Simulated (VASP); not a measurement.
VASP 6.6.1 run: SrCl$_{2}$

INCAR

```
NELM = 73
ISMEAR = -1
LREAL = .FALSE.
PREC = Accurate
SIGMA = 0.02
NBANDS = 19
LASPH = .TRUE.
GGA = PE
LCHARG = .FALSE.
EDIFF = 1E-7
IBRION = -1
NELECT = 24.02
ISIF = 2
ENCUT = 520
ISYM = -1
NSW = 0
LWAVE = .FALSE.
```

KPOINTS

```
KPOINTS created by Atomic Simulation Environment
0
Gamma
4 4 4
0 0 0
```

POSCAR

```
Sr Cl
 1.0000000000000000
    -0.0524657713000000    3.4977180852999998    3.4977180852999998
     3.4977180852999998   -0.0524657713000000    3.4977180852999998
     3.4452523140000002    3.4452523140000002    0.0000000000000000
 Sr  Cl
   1   2
Cartesian
 -0.0000000000000000 -0.0000000000000000  0.0000000000000000
  1.7226261569999999  1.7226261569999999  1.7659389896137447
  5.1678784709999990  5.1678784709999990  5.2294971809862529
```

The recommended PBE PAW datasets give the neutral cell 24 valence electrons.

Command

```
mpirun -np 1 vasp_std
```

Predict the outcome of this run.

It converged. Results: pressure 1.2 GPa.

OSZICAR

```
N       E                     dE             d eps       ncg     rms          rms(c)
DAV:   1     0.141521929060E+03    0.14152E+03   -0.11450E+04  2432   0.113E+03
DAV:   2    -0.379345606281E+01   -0.14532E+03   -0.14081E+03  3189   0.221E+02
DAV:   3    -0.126539203395E+02   -0.88605E+01   -0.88260E+01  3185   0.549E+01
DAV:   4    -0.129640330127E+02   -0.31011E+00   -0.30967E+00  3936   0.879E+00
DAV:   5    -0.129675201738E+02   -0.34872E-02   -0.34867E-02  3297   0.896E-01    0.128E+01
DAV:   6    -0.126609048023E+02    0.30662E+00   -0.60701E-01  2777   0.433E+00    0.821E+00
DAV:   7    -0.126687203506E+02   -0.78155E-02   -0.35833E-01  3274   0.358E+00    0.215E+00
DAV:   8    -0.126742725031E+02   -0.55522E-02   -0.53351E-02  2751   0.127E+00    0.408E-01
DAV:   9    -0.126752055275E+02   -0.93302E-03   -0.18654E-03  2954   0.258E-01    0.146E-01
DAV:  10    -0.126765136820E+02   -0.13082E-02   -0.96598E-04  2606   0.175E-01    0.327E-02
DAV:  11    -0.126766241150E+02   -0.11043E-03   -0.81526E-05  3095   0.456E-02    0.394E-02
DAV:  12    -0.126766520282E+02   -0.27913E-04   -0.27494E-05  2657   0.243E-02    0.308E-03
DAV:  13    -0.126766544456E+02   -0.24174E-05   -0.31354E-06  3118   0.784E-03    0.388E-03
DAV:  14    -0.126766545814E+02   -0.13579E-06   -0.52389E-07  2517   0.396E-03    0.123E-03
DAV:  15    -0.126766546397E+02   -0.58363E-07   -0.26999E-08  2731   0.982E-04
   1 F= -.12676655E+02 E0= -.12676450E+02  d E =-.409492E-03
```

The cell is charged and sits in a uniform background.

For comparison, a separate PBE run of the intended cell, on usual settings and not on those above, gives a gap of 5.31 eV on its mesh and a pressure of 0.8 GPa.
